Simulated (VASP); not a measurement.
Write the native input for VASP 6.6.1 that does the following.

| Quantity | Value |
| --- | --- |
| Task | G0W0 quasiparticle levels |
| Functional | PBE |
| Potentials or basis | VASP PAW PBE potentials, release 64 (Na_sv_GW, Cl_GW) |
| Cutoff | 400 eV |
| k mesh | 4 × 4 × 4 |
| Occupations | gaussian, width 0.01 eV |
| Spin | no spin polarisation |
| GW scheme | G0W0 |
| Cutoff of the response function | 150 |
| Empty bands | 183 |
| Frequency points | 60 |
| GW iterations | 1 |
| Further INCAR settings | ALGO = EVGW0; EDIFF = 1e-08; NBANDS = 191 |

NaCl:

```
Na Cl
1.0
     0.00000    2.84823    2.84823
     2.84823    0.00000    2.84823
     2.84823    2.84823    0.00000
Na Cl
1 1
Direct
  0.00000 0.00000 0.00000
  0.50000 0.50000 0.50000
```

The cell was built by a generator and needn't be a form met in nature.

The input as run:

POSCAR

```
NaCl                                    
1.0
   -0.0000000000      2.8482305685      2.8482305685
    2.8482305685      0.0000000000      2.8482305685
    2.8482305685      2.8482305685     -0.0000000000
  Na              Cl            
     1     1
Direct
     1.0000000000000000    0.0000000000000000    0.0000000000000000
     0.5000000000000000    0.5000000000000000    0.5000000000000000
```

INCAR.step1

```
SYSTEM = NaCl
PREC = Accurate ; ENCUT = 400
EDIFF = 1E-8 ; ISMEAR = 0
SIGMA = 0.01 ; LREAL = .FALSE.
LASPH = .TRUE. ; NELM = 60
ALGO = Fast ; LWAVE = .TRUE.
LCHARG = .FALSE. ; GGA = PE
KPAR = 4
```

INCAR.step2

```
SYSTEM = NaCl
PREC = Accurate ; ENCUT = 400
EDIFF = 1E-8 ; ISMEAR = 0
SIGMA = 0.01 ; LREAL = .FALSE.
LASPH = .TRUE. ; NELM = 1
ALGO = Exact ; LWAVE = .TRUE.
LCHARG = .FALSE. ; GGA = PE
NBANDS = 191 ; LOPTICS = .TRUE.
ISTART = 1 ; KPAR = 4
```

INCAR.step3

```
SYSTEM = NaCl
PREC = Accurate ; ENCUT = 400
EDIFF = 1E-8 ; ISMEAR = 0
SIGMA = 0.01 ; LREAL = .FALSE.
LASPH = .TRUE. ; ALGO = EVGW0
LWAVE = .FALSE. ; LCHARG = .FALSE.
GGA = PE ; NELMGW = 1
NBANDS = 191 ; ENCUTGW = 150
NOMEGA = 60 ; PRECFOCK = Fast
ISTART = 1 ; NBANDSGW = 16
KPAR = 4
```

KPOINTS

```
regular mesh
0
G
  4 4 4
  0 0 0
```

Potentials or basis: VASP PAW PBE potentials, release 64 (Na_sv_GW, Cl_GW).

Command:

```console
$ cat potpaw_PBE.64/Na_sv_GW/POTCAR potpaw_PBE.64/Cl_GW/POTCAR > POTCAR
$ cp INCAR.step1 INCAR
$ mpirun -np 4 vasp_std > vasp.out
$ cp INCAR.step2 INCAR
$ mpirun -np 4 vasp_std > vasp.out
$ cp INCAR.step3 INCAR
$ mpirun -np 4 vasp_std > vasp.out
```

It gave:

```yaml
Band_gap_on_the_k_mesh_mean-field_level: 5.00 eV, direct
Quasiparticle_gap: 7.88 eV
Least_direct_quasiparticle_gap: 7.88 eV
```

Caveat: the k mesh is coarse (spacing up to 0.48 Å⁻¹), so the values aren't converged; bands, screening cutoff and mesh are small and nothing is extrapolated, so the quasiparticle values aren't converged.

Wall time 51 s on 4 MPI ranks on AMD EPYC 9R14 (Zen 4) (shared host), peak memory 0.37 GiB a rank.
